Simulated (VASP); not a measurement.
# PbSe (Clausthalite) (Fm-3m) in VASP: a series of runs

The runs below take PbSe (Clausthalite) through single point, with PBE.

All numbers are computed with VASP 6.6.1; they aren't measurements. Logs are shortened: lines on timing, memory, paths and dates and some standing lists are left out, and cuts for length are marked.

**The experiment to reproduce.**

A printed reference work, monograph reports, for a bulk crystal of PbSe: band gap 0.28 eV (direct) at 300 K; band gap 0.15 eV (direct) at 4.2 K.

The results are compared with them further down.

**1. The cell of the first run**

It takes space group Fm-3m (No. 225, cubic). Conventional cell: a = 6.121 Å, b = 6.121 Å, c = 6.121 Å, α = 90.00°, β = 90.00°, γ = 90.00°. Within 4.0 Å of Pb (site symmetry m-3m) lie 6 Se at 3.06 Å. Within 4.0 Å of Se (site symmetry m-3m) lie 6 Pb at 3.06 Å.

**2. Single point, PBE**

The input, INCAR:

```
SYSTEM = PbSe
PREC = Accurate
ENCUT = 520
EDIFF = 1E-6
ISMEAR = 1
SIGMA = 0.02
LREAL = .FALSE.
LASPH = .TRUE.
NELM = 100
ALGO = Normal
ISIF = 2
LWAVE = .FALSE.
LCHARG = .FALSE.
GGA = PE
NBANDS = 17
```

The input, KPOINTS:

```
regular mesh
0
G
  6 6 6
  0 0 0
```

The input, POSCAR:

```
PbSe
1.0
    0.0000000000      3.0606500000      3.0606500000
    3.0606500000      0.0000000000      3.0606500000
    3.0606500000      3.0606500000      0.0000000000
Pb Se
1 1
Direct
    0.0000000000      0.0000000000      0.0000000000
    0.5000000000      0.5000000000      0.5000000000
```

Potentials or basis: VASP PAW PBE potentials, release 64 (Pb_d, Se).

Launch:

```bash
cat potpaw_PBE.64/Pb_d/POTCAR potpaw_PBE.64/Se/POTCAR > POTCAR
mpirun -np 1 vasp_std > vasp.out
```

OUTCAR:

```text
SYSTEM = PbSe
   PREC = Accurate
   ENCUT = 520
   EDIFF = 1E-6
   ISMEAR = 1
   LREAL = .FALSE.
   LASPH = .TRUE.
   NELM = 100
   ISIF = 2
   GGA = PE

 ion  position               nearest neighbor table
   1  0.000  0.000  0.000-   2 3.06   2 3.06   2 3.06   2 3.06   2 3.06   2 3.06
   2  0.500  0.500  0.500-   1 3.06   1 3.06   1 3.06   1 3.06   1 3.06   1 3.06

  LATTYP: Found a face centered cubic cell.
 ALAT       =     6.1213000000

  Lattice vectors:

 A1 = (   0.0000000000,   3.0606500000,   3.0606500000)
 A2 = (   3.0606500000,   0.0000000000,   3.0606500000)
 A3 = (   3.0606500000,   3.0606500000,   0.0000000000)

Analysis of symmetry for initial positions (statically):
=====================================================================
 Subroutine PRICEL returns:
 Original cell was already a primitive cell.

 Routine SETGRP: Setting up the symmetry group for a
 face centered cubic supercell.

 Subroutine GETGRP returns: Found 48 space group operations
 (whereof 48 operations were pure point group operations)
 out of a pool of 48 trial point group operations.

The static configuration has the point symmetry O_h .

Analysis of symmetry for dynamics (positions and initial velocities):
=====================================================================
 Subroutine PRICEL returns:
 Original cell was already a primitive cell.

 Routine SETGRP: Setting up the symmetry group for a
 face centered cubic supercell.

 Subroutine GETGRP returns: Found 48 space group operations
 (whereof 48 operations were pure point group operations)
 out of a pool of 48 trial point group operations.

The dynamic configuration has the point symmetry O_h .

 Subroutine INISYM returns: Found 48 space group operations
 (whereof 48 operations are pure point group operations),
 and found     1 'primitive' translations

----------------------------------------------------------------------------------------

                                     Primitive cell

  volume of cell :      57.3418

  direct lattice vectors                    reciprocal lattice vectors
     0.000000000  3.060650000  3.060650000    -0.163363991  0.163363991  0.163363991
     3.060650000  0.000000000  3.060650000     0.163363991 -0.163363991  0.163363991
     3.060650000  3.060650000  0.000000000     0.163363991  0.163363991 -0.163363991

  length of vectors
     4.328412740  4.328412740  4.328412740     0.282954733  0.282954733  0.282954733

  position of ions in fractional coordinates (direct lattice)
     0.000000000  0.000000000  0.000000000
     0.500000000  0.500000000  0.500000000

  ion indices of the primitive-cell ions
   primitive index   ion index
                 1           1
                 2           2

----------------------------------------------------------------------------------------

 KPOINTS: regular mesh

Automatic generation of k-mesh.
 Grid dimensions read from file:
 generate k-points for:    6    6    6

 Generating k-lattice:

  Cartesian coordinates                     Fractional coordinates (reciprocal lattice)
    -0.027227332  0.027227332  0.027227332     0.166666667  0.000000000  0.000000000
     0.027227332 -0.027227332  0.027227332     0.000000000  0.166666667  0.000000000
     0.027227332  0.027227332 -0.027227332     0.000000000  0.000000000  0.166666667

  Length of vectors
     0.047159122  0.047159122  0.047159122

  Shift w.r.t. Gamma in fractional coordinates (k-lattice)
     0.000000000  0.000000000  0.000000000

 Subroutine IBZKPT returns following result:
 ===========================================

 Found     16 irreducible k-points:

 Following reciprocal coordinates:
            Coordinates               Weight
  0.000000  0.000000  0.000000      1.000000
  0.166667  0.000000  0.000000      8.000000
  0.333333  0.000000  0.000000      8.000000
  0.500000  0.000000  0.000000      4.000000
  0.166667  0.166667  0.000000      6.000000
  0.333333  0.166667  0.000000     24.000000
[... 8 lines left out ...]
 -0.333333  0.333333  0.166667     24.000000
 -0.333333  0.500000  0.166667     12.000000
   k-points           NKPTS =     16   k-points in BZ     NKDIM =     16   number of bands    NBANDS=     17
   number of dos      NEDOS =    301   number of ions     NIONS =      2
   total plane-waves  NPLWV =  32768
   dimension x,y,z NGX =    32 NGY =   32 NGZ =   32
   dimension x,y,z NGXF=    64 NGYF=   64 NGZF=   64
   ions per type =               1   1
   NGX,Y,Z   is equivalent  to a cutoff of  12.29, 12.29, 12.29 a.u.
   NGXF,Y,Z  is equivalent  to a cutoff of  24.58, 24.58, 24.58 a.u.
 SYSTEM =  PbSe
   PREC   = accura    normal or accurate (medium, high low for compatibility)
   ISTART =      0    job   : 0-new  1-cont  2-samecut
   ICHARG =      2    charge: 1-file 2-atom 10-const
   ISPIN  =      1    spin polarized calculation?
   LNONCOLLINEAR =      F non collinear calculations
   LSORBIT =      F    spin-orbit coupling
[... 123 lines left out ...]
      4     -11.7471      2.00000
      5     -11.7395      2.00000
      6      -7.8227      2.00000
[... 9 lines left out ...]
     16      14.5210      0.00000
     17      15.9573      0.00000

 k-point     7 :       0.5000    0.1667    0.0000
  band No.  band energies     occupation
      1     -11.8113      2.00000
      2     -11.7767      2.00000
      3     -11.7621      2.00000
      4     -11.7425      2.00000
      5     -11.7319      2.00000
      6      -7.3791      2.00000
[... 9 lines left out ...]
     16      15.4581      0.00000
     17      15.8051      0.00000

 k-point     8 :      -0.3333    0.1667    0.0000
  band No.  band energies     occupation
      1     -11.7987      2.00000
      2     -11.7811      2.00000
      3     -11.7594      2.00000
      4     -11.7419      2.00000
      5     -11.7409      2.00000
      6      -7.4987      2.00000
[... 9 lines left out ...]
     16      14.7711      0.00000
     17      16.1239      0.00000

 k-point     9 :      -0.1667    0.1667    0.0000
  band No.  band energies     occupation
      1     -11.7786      2.00000
      2     -11.7766      2.00000
      3     -11.7648      2.00000
      4     -11.7554      2.00000
      5     -11.7463      2.00000
      6      -8.0021      2.00000
[... 9 lines left out ...]
     16      13.9729      0.00000
     17      14.6518      0.00000

 k-point    10 :       0.3333    0.3333    0.0000
  band No.  band energies     occupation
      1     -11.8481      2.00000
      2     -11.7809      2.00000
      3     -11.7492      2.00000
      4     -11.7343      2.00000
      5     -11.7343      2.00000
      6      -7.5387      2.00000
[... 9 lines left out ...]
     16      15.3324      0.00000
     17      16.2391      0.00000

 k-point    11 :       0.5000    0.3333    0.0000
  band No.  band energies     occupation
      1     -11.8641      2.00000
      2     -11.7768      2.00000
      3     -11.7540      2.00000
      4     -11.7312      2.00000
      5     -11.7270      2.00000
      6      -7.1951      2.00000
[... 9 lines left out ...]
     16      16.2521      0.00000
     17      16.9803      0.00000

 k-point    12 :      -0.3333    0.3333    0.0000
  band No.  band energies     occupation
      1     -11.8386      2.00000
      2     -11.7673      2.00000
      3     -11.7600      2.00000
      4     -11.7427      2.00000
      5     -11.7331      2.00000
      6      -7.1687      2.00000
[... 9 lines left out ...]
     16      14.5589      0.00000
     17      16.6038      0.00000

 k-point    13 :       0.5000    0.5000    0.0000
  band No.  band energies     occupation
      1     -11.8913      2.00000
      2     -11.7854      2.00000
      3     -11.7445      2.00000
      4     -11.7227      2.00000
      5     -11.7227      2.00000
      6      -7.0927      2.00000
[... 9 lines left out ...]
     16      16.7165      0.00000
     17      17.7030      0.00000

 k-point    14 :       0.5000    0.3333    0.1667
  band No.  band energies     occupation
      1     -11.8286      2.00000
      2     -11.7677      2.00000
      3     -11.7667      2.00000
      4     -11.7392      2.00000
      5     -11.7348      2.00000
      6      -7.4116      2.00000
[... 9 lines left out ...]
     16      15.3182      0.00000
     17      15.6593      0.00000

 k-point    15 :      -0.3333    0.3333    0.1667
  band No.  band energies     occupation
      1     -11.8377      2.00000
      2     -11.7703      2.00000
      3     -11.7543      2.00000
      4     -11.7511      2.00000
      5     -11.7282      2.00000
      6      -7.1684      2.00000
[... 9 lines left out ...]
     16      16.4463      0.00000
     17      16.5120      0.00000

 k-point    16 :      -0.3333    0.5000    0.1667
  band No.  band energies     occupation
      1     -11.8655      2.00000
      2     -11.7705      2.00000
      3     -11.7577      2.00000
      4     -11.7391      2.00000
      5     -11.7227      2.00000
      6      -7.0709      2.00000
[... 9 lines left out ...]
     16      16.7352      0.00000
     17      17.7430      0.00000

------------------------ aborting loop because EDIFF is reached ----------------------------------------

  FORCE on cell =-STRESS in cart. coord.  units (eV):
  Direction    XX          YY          ZZ          XY          YZ          ZX
  --------------------------------------------------------------------------------------
  -------------------------------------------------------------------------------------
  Total        0.8456852      0.8456852      0.8456852     -0.0000000      0.0000000     -0.0000000
  in kB       23.6291611     23.6291611     23.6291611     -0.0000000      0.0000000     -0.0000000
  external PRESSURE =      23.6291611 kB  Pullay stress =       0.0000000 kB

 VOLUME and BASIS-vectors are now :
 -----------------------------------------------------------------------------
  energy-cutoff  :      520.00
  volume of cell :       57.34
      direct lattice vectors                 reciprocal lattice vectors
     0.000000000  3.060650000  3.060650000    -0.163363991  0.163363991  0.163363991
     3.060650000  0.000000000  3.060650000     0.163363991 -0.163363991  0.163363991
     3.060650000  3.060650000  0.000000000     0.163363991  0.163363991 -0.163363991

 POSITION                                       TOTAL-FORCE (eV/Angst)
 -----------------------------------------------------------------------------------
      0.00000      0.00000      0.00000        -0.000000     -0.000000      0.000000
      3.06065      3.06065      3.06065         0.000000      0.000000     -0.000000
 -----------------------------------------------------------------------------------
    total drift:                                0.000000     -0.000000     -0.000000

  FREE ENERGIE OF THE ION-ELECTRON SYSTEM (eV)
  ---------------------------------------------------
  free  energy   TOTEN  =        -8.1812370494 eV

  energy  without entropy=       -8.1812585231  energy(sigma->0) =       -8.18124421
```

Run time: 15 s. Hardware: 1 thread of Intel Xeon 8259CL, shared host; peak memory 0.18 GiB.

What came out:

* Free energy: -8.1812 eV
* Pressure: 2.4 GPa
* Band gap on the k mesh: 0.29 eV, direct

Levels at points of the mesh, in eV from the valence-band top:
```tsv
k point	band 8	band 9	band 10	band 11	band 12	band 13
(0.00, 0.00, 0.00)	-1.88	-1.88	-1.88	4.71	4.71	4.71
(0.50, 0.00, 0.00)	-1.47	-1.47	0.00	0.29	1.70	1.70
(0.50, 0.50, 0.00)	-4.98	-3.24	-3.24	3.69	5.61	5.61
```

Caveat: spin-orbit coupling is left out, which moves the levels of the heavy elements.

**3. Single point, PBE**

This run uses another cell than the first one, of 29.24 Å³/atom, 1.020 times its volume.

The input, INCAR:

```
PREC = Accurate ; ENCUT = 520
EDIFF = 1E-6 ; ISMEAR = 1
SIGMA = 0.02 ; LREAL = F
LASPH = T ; NELM = 80
ALGO = Normal ; ISIF = 2
LWAVE = F ; LCHARG = T
GGA = PE ; LELF = T
LVHAR = T ; NBANDS = 17
```

The input, KPOINTS:

```
Automatic mesh
0
Gamma
  6 6 6
```

The input, POSCAR:

```
PbSe
1.0
    0.0000000000      3.0809197960      3.0809197960
    3.0809197960      0.0000000000      3.0809197960
    3.0809197960      3.0809197960      0.0000000000
Pb Se
1 1
Direct
    0.0000000000      0.0000000000      0.0000000000
    0.5000000000      0.5000000000      0.5000000000
```

Potentials or basis: VASP PAW PBE potentials, release 64 (Pb_d, Se).

Launch:

```bash
cat potpaw_PBE.64/Pb_d/POTCAR potpaw_PBE.64/Se/POTCAR > POTCAR
mpirun -np 1 vasp_std > vasp.out
```

Run time: 17 s. Hardware: 1 thread of Intel Xeon 8259CL, shared host; peak memory 0.18 GiB.

It converged, with:

| Quantity | Value |
| --- | --- |
| Free energy | -8.1946 eV |
| Pressure | 1.3 GPa |
| Band gap on the k mesh | 0.36 eV, direct |

Levels at points of the mesh, in eV from the valence-band top:
| k point | band 7 | band 8 | band 9 | band 10 | band 11 | band 12 | band 13 | band 14 |
| --- | --- | --- | --- | --- | --- | --- | --- | --- |
| (0.00, 0.00, 0.00) | -6.32 | -1.77 | -1.77 | -1.77 | 4.68 | 4.68 | 4.68 | 6.58 |
| (0.50, 0.00, 0.00) | -8.68 | -1.38 | -1.38 | 0.00 | 0.36 | 1.76 | 1.76 | 8.54 |
| (0.50, 0.50, 0.00) | -7.33 | -4.80 | -3.10 | -3.10 | 3.79 | 5.55 | 5.55 | 5.98 |

Caveat: spin-orbit coupling is left out, which moves the levels of the heavy elements.

**4. Single point, PBE**

This run uses another cell than the first one, of 29.82 Å³/atom, 1.040 times its volume.

The input, INCAR:

```
SYSTEM = PbSe
PREC = Accurate ; ENCUT = 520
EDIFF = 1E-7 ; ISMEAR = 1
SIGMA = 0.02 ; LREAL = .FALSE.
LASPH = .TRUE. ; NELM = 60
ALGO = Normal ; ISIF = 2
LWAVE = .FALSE. ; LCHARG = .TRUE.
GGA = PE ; LELF = .TRUE.
LVHAR = .TRUE. ; NBANDS = 17
```

The input, KPOINTS:

```
regular mesh
0
G
  6 6 6
  0 0 0
```

The input, POSCAR:

```
PbSe
1.0
    0.0000000000      3.1009263293      3.1009263293
    3.1009263293      0.0000000000      3.1009263293
    3.1009263293      3.1009263293      0.0000000000
Pb Se
1 1
Direct
    0.0000000000      0.0000000000      0.0000000000
    0.5000000000      0.5000000000      0.5000000000
```

Launch:

```bash
cat potpaw_PBE.64/Pb_d/POTCAR potpaw_PBE.64/Se/POTCAR > POTCAR
mpirun -np 1 vasp_std > vasp.out
```

Wall time 33 s (1 thread of Intel Xeon 8259CL, shared host); peak memory 0.2 GiB.

The run converged. Its results:

```yaml
Free_energy: -8.2006 eV
Pressure: 0.3 GPa
Band_gap_on_the_k_mesh: 0.42 eV, direct
```

Levels at points of the mesh, in eV from the valence-band top:
```tsv
k point	band 6	band 7	band 8	band 9	band 10	band 11	band 12	band 13	band 14	band 15
(0.00, 0.00, 0.00)	-13.24	-6.34	-1.67	-1.67	-1.67	4.65	4.65	4.65	6.63	6.63
(0.50, 0.00, 0.00)	-12.27	-8.56	-1.29	-1.29	0.00	0.42	1.81	1.81	8.53	10.11
(0.50, 0.50, 0.00)	-11.95	-7.29	-4.63	-2.96	-2.96	3.89	5.49	5.49	5.91	11.24
```

Caveat: spin-orbit coupling is left out, which moves the levels of the heavy elements.

**5. Single point, PBE**

This run uses another cell than the first one, of 30.39 Å³/atom, 1.060 times its volume.

The input, INCAR:

```
PREC     = Accurate       # precision mode
ENCUT    = 520            # plane-wave cutoff, eV
EDIFF    = 1E-6           # SCF threshold, eV
ISMEAR   = 1              # smearing method
SIGMA    = 0.02           # smearing width, eV
LREAL    = F              # projectors in reciprocal space
LASPH    = T              # aspherical terms in the spheres
NELM     = 60             # most SCF steps
ALGO     = Normal         # electronic algorithm
ISIF     = 2              # what is computed and relaxed
LWAVE    = F              # write WAVECAR
LCHARG   = F              # write CHGCAR
GGA      = PE             # functional
NBANDS   = 17             # bands
```

The input, KPOINTS:

```
Automatic mesh
0
Gamma
  6 6 6
```

The input, POSCAR:

```
PbSe
1.0
    0.0000000000      3.1206779849      3.1206779849
    3.1206779849      0.0000000000      3.1206779849
    3.1206779849      3.1206779849      0.0000000000
Pb Se
1 1
Direct
    0.0000000000      0.0000000000      0.0000000000
    0.5000000000      0.5000000000      0.5000000000
```

Launch:

```bash
cat potpaw_PBE.64/Pb_d/POTCAR potpaw_PBE.64/Se/POTCAR > POTCAR
mpirun -np 1 vasp_std > vasp.out
```

Run time: 27 s. Hardware: 1 thread of Intel Xeon 8259CL, shared host; peak memory 0.2 GiB.

The run converged. Its results:

```
Free energy            : -8.1999 eV
Pressure               : -0.6 GPa
Band gap on the k mesh : 0.47 eV, direct
```

Levels at points of the mesh, in eV from the valence-band top:
| k point | band 8 | band 9 | band 10 | band 11 | band 12 | band 13 |
| --- | --- | --- | --- | --- | --- | --- |
| (0.00, 0.00, 0.00) | -1.58 | -1.58 | -1.58 | 4.62 | 4.62 | 4.62 |
| (0.50, 0.00, 0.00) | -1.21 | -1.21 | 0.00 | 0.47 | 1.86 | 1.86 |
| (0.50, 0.50, 0.00) | -4.47 | -2.84 | -2.84 | 3.98 | 5.43 | 5.43 |

Caveat: spin-orbit coupling is left out, which moves the levels of the heavy elements.

**6. Overview**

| cell | gap on the mesh (eV) | pressure (GPa) |
| --- | --- | --- |
| a = 4.328 Å, angles 60.0°, 2 atoms | 0.29 | 2.4 |
| a = 4.357 Å, angles 60.0°, 2 atoms | 0.36 | 1.3 |
| a = 4.385 Å, angles 60.0°, 2 atoms | 0.42 | 0.3 |
| a = 4.413 Å, angles 60.0°, 2 atoms | 0.47 | -0.6 |

Alike in all rows: task single point; level PBE; potentials or basis VASP PAW PBE potentials, release 64 (Pb_d, Se); no spin polarisation; k mesh 6 × 6 × 6; cutoff (eV) 520; smearing methfessel-paxton 0.02 eV.

Caveats: spin-orbit coupling is left out, which moves the levels of the heavy elements.

Total energies depend on the potentials used, so only differences within one code and one set of settings carry meaning.

**7. Comparison with measurements**

Step 2. A measured gap of PbSe is 0.28 eV (direct; 300 K; a printed reference work, monograph); the calculated 0.29 eV misses it by +0.01 eV. 2 values of this kind are on record (0.15 to 0.28 eV); this one was drawn at random. Spin-orbit coupling on Pb, Se is left out. The value is that of PBE on a finite k mesh, which can miss the band edges, without temperature or zero-point motion.

Step 3. A measured gap of PbSe is 0.15 eV (direct; 4.2 K; a printed reference work, monograph); the calculated 0.36 eV misses it by +0.21 eV. 2 values of this kind are on record (0.15 to 0.28 eV); this one was drawn at random. Spin-orbit coupling on Pb, Se is left out. The value is that of PBE on a finite k mesh, which can miss the band edges, without temperature or zero-point motion.

Step 4. Measured gap of PbSe: 0.28 eV (direct; 300 K; a printed reference work, monograph). This calculation gives 0.42 eV (+0.14 eV). 2 values of this kind are on record (0.15 to 0.28 eV); this one was drawn at random. Spin-orbit coupling on Pb, Se is left out. The value is that of PBE on a finite k mesh, which can miss the band edges, without temperature or zero-point motion.

Step 5. Measured gap of PbSe: 0.15 eV (direct; 4.2 K; a printed reference work, monograph). This calculation gives 0.47 eV (+0.32 eV). 2 values of this kind are on record (0.15 to 0.28 eV); this one was drawn at random. Spin-orbit coupling on Pb, Se is left out. The value is that of PBE on a finite k mesh, which can miss the band edges, without temperature or zero-point motion.
